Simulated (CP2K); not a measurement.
The system is Mo.

```
CELL_PARAMETERS angstrom
2.74324 0.00000 0.00000
-0.91441 2.58635 0.00000
-0.91441 -1.29317 2.23984
ATOMIC_POSITIONS crystal
Mo 0.00000 0.00000 0.00000
```

Base run:

```yaml
Program: CP2K 2026.2
Functional: PBEsol
Potentials_or_basis: POTENTIAL_UZH Mo GTH-PBE-q14; TZVP-MOLOPT-PBE-GTH basis
Density_cutoff: 9184 eV
k_mesh: 12 × 12 × 12
Occupations: fermi-dirac, width 0.05 eV
Spin: no spin polarisation
```

Its results: band gap on the k mesh none (metal or under the smearing width); pressure -7.0 GPa.

The run is repeated on the same cell with these changes: functional from PBEsol to OLYP. What comes out?

Band gap on the k mesh none (metal or under the smearing width); pressure -5.2 GPa.

OLYP binds less tightly than PBEsol, so the same cell stands under more pressure.

Caveats: the potentials were made for another functional, which shifts forces and pressure; the basis of atomic orbitals isn't converged, which shifts pressures, moduli and gaps.
